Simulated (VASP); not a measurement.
# BP: optical spectrum of independent particles, by functional

BP, F-43m (no. 216), 2 atoms in the cell.

| Functional | ε at zero frequency, electronic | Mean energy of the absorption, weighted by Im ε (eV) | Refractive index at 633 nm | Refractive index at 1064 nm | Direct gap on the mesh (eV) | Time (s) |
|---|---|---|---|---|---|---|
| PBE | 9.84 | 7.09 | 3.33 | 3.20 | 3.40 | 2.0 |
| LDA | 9.98 | 7.03 | 3.35 | 3.22 | 3.38 | 1.8 |
| PBEsol | 10.09 | 7.00 | 3.37 | 3.24 | 3.36 | 1.9 |
| r2SCAN | 9.04 | 7.55 | 3.16 | 3.06 | 3.64 | 8.8 |
| TB-mBJ | 7.91 | 8.00 | 2.93 | 2.85 | 4.26 | 8.2 |
| AM05 | 10.06 | 7.02 | 3.37 | 3.23 | 3.32 | 2.6 |

Limits: The 8×8×8 mesh is coarse for a spectrum: peaks stand apart that a denser mesh merges; the pull between electron and hole is left out; rows 1, 2, 3, 4, 6: the onset follows the functional's gap, which semilocal functionals usually make too small.

## Input of the first row

INCAR:
```
SYSTEM = BP
PREC = Accurate ; ENCUT = 370
ISMEAR = 0 ; SIGMA = 0.02
EDIFF = 1E-7 ; LASPH = .TRUE.
KPAR = 4 ; LWAVE = .TRUE.
LCHARG = .FALSE. ; LOPTICS = .TRUE.
ALGO = Normal ; NBANDS = 20
NEDOS = 2000 ; CSHIFT = 0.1
GGA = PE
```

KPOINTS:
```
k-points
0
Gamma
  8 8 8
```

POSCAR:
```
BP
1.0
    0.0000000000      2.2690000000      2.2690000000
    2.2690000000      0.0000000000      2.2690000000
    2.2690000000      2.2690000000      0.0000000000
P B
1 1
Direct
    0.7500000000      0.7500000000      0.7500000000
    0.0000000000      0.0000000000      0.0000000000
```

Commands:
```
cat potpaw_PBE.64/P/POTCAR potpaw_PBE.64/B/POTCAR > POTCAR
mpirun -np 4 vasp_std > vasp.out
```

Changes of the last row against the first:
```
- GGA = PE
+ GGA = AM
```

VASP 6.6.1 took 2.0 s on 4 cores (Intel Xeon 6975P-C (Granite Rapids)), a shared host.
